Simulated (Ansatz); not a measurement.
## Relaxing Ru

The calculation used DFT PBE, scalar-relativistic, plane waves, PAW in Ansatz 0.2.0.

Ru was placed on the sites of a reported C cell (P6_3mc, No. 186), at a guessed volume.

Input of the last, converged step (default PAW datasets):

```yaml
crystal:
  lattice:
    - [3.7288211039, 0.0, 0.0]
    - [-1.8644105519, 3.2292538021, 0.0]
    - [0.0, 0.0, 5.3747688362]
  atoms:
    - { symbol: Ru, position: [0.0, 0.0, 0.5] }
    - { symbol: Ru, position: [0.0, 0.0, 0.0] }
    - { symbol: Ru, position: [0.3333333333, 0.6666666667, 0.75] }
    - { symbol: Ru, position: [0.6666666667, 0.3333333333, 0.25] }
basis:
  ecutwfc: 420
kpoints:
  mp_grid: { grid: [15, 15, 10] }
hamiltonian:
  xc: pbe
scf:
  occupations: { method: gaussian, width: 0.1 }
output:
  forces: true
  stress: true
  eigenvalues: true
relax:
  adjacent_minimum: "off"
  f_tol: 0.01
  max_steps: 80
  cell: { stress_tol: 0.05 }
```

It can be run as:

```bash
ansatz run input.yaml --threads 1 --pin off --backend cpu --events-out ev --progress --plain --runs-dir out  # memory cap (--max-ram) not shown
```

End of the output:

```
SCF converged after 8 iterations
Free energy (F): -23510.953768 eV
Harris-Foulkes:  -23510.953768 eV  (|F-HF|=3.64e-12)
Internal energy: -23510.918157 eV  (E = F + TS)
E sigma→0 (E₀):  -23510.935962 eV
Entropy (-TS):   -0.035610 eV (-8.903 meV/atom)
Fermi energy:    18.995884 eV
--- Per-component energies (eV) ---
  E_band       = -485.117349
  E_kinetic    = 2057.196229
  E_local      = -6227.969298  (includes V_loc(G=0)·N_el)
  E_nonlocal   = 1378.771494
  E_hartree    = 2074.922425
  E_xc         = -758.483683
  E_vxc        = -951.759002  (∫ρ·V_xc dr)
  E_paw        = -13845.690737  (= ΣΔE_a)
  E_vpaw       = -891.200970  (= ΣTr[D̂ρ^β])
  E_aug_tail   = -0.000652  (compensation charges beyond the density's cutoff)
  E_ewald      = -8189.663936
  E_smearing   = -0.035610  (= −TS)
  E_closure    = 0.000000  (closes the sum)
  Σ components = -23510.953768   (vs F -23510.953768, Δ=0.00e0)
--- Forces (eV/Å), atoms counted from 1 ---
  atom   1  Ru     0.00000000     0.00000000     0.00000000
  atom   2  Ru     0.00000000     0.00000000     0.00000000
  atom   3  Ru     0.00000000     0.00000000     0.00000000
  atom   4  Ru     0.00000000     0.00000000     0.00000000
  max |Σ_I F_I| component: 9.25e-18 eV/Å
--- Stress (GPa, compression-positive) ---
        0.002055       0.000000       0.000000
        0.000000       0.002055       0.000000
        0.000000       0.000000       0.002955
  P = ⅓ Tr σ = 0.0024 GPa (0.024 kbar)
--- Relaxed structure (4 steps of the walk, 4 accepted, 1 SCFs on fresh bases) ---
  F+E_penalty+E_count = -23510.95376750 eV   max|allowed force component| = 1.110e-16 eV/Å   (the final SCF, on the basis selected at the relaxed cell)
  cell:  # Å, volume = 64.8457 Å³
    - [3.746457, 0.000000, 0.000000]
    - [-1.873229, 3.244527, 0.000000]
    - [0.000000, 0.000000, 5.334688]
  atoms:
    - { symbol: Ru, position: [0.000000, 0.000000, 0.5] }
    - { symbol: Ru, position: [0.000000, 0.000000, 0.000000] }
    - { symbol: Ru, position: [0.333333, 0.666667, 0.750000] }
    - { symbol: Ru, position: [0.666667, 0.333333, 0.25] }
```

Total energies depend on the potentials used, so only differences within one code and one set of settings carry meaning.

The result has space group P6_3/mmc (No. 194). Ru on Wyckoff site a (2 atoms of the primitive cell) has 8 Ru at 2.54–2.67 Å; Ru on Wyckoff site d (2 atoms of the primitive cell) has 6 Ru at 2.54 Å.

It lies 0.96 eV/atom above the element's standard state at the same level.

For metals, differences of a few meV/atom aren't resolved.

Symmetry constrained the relaxation, so the result can be a saddle point.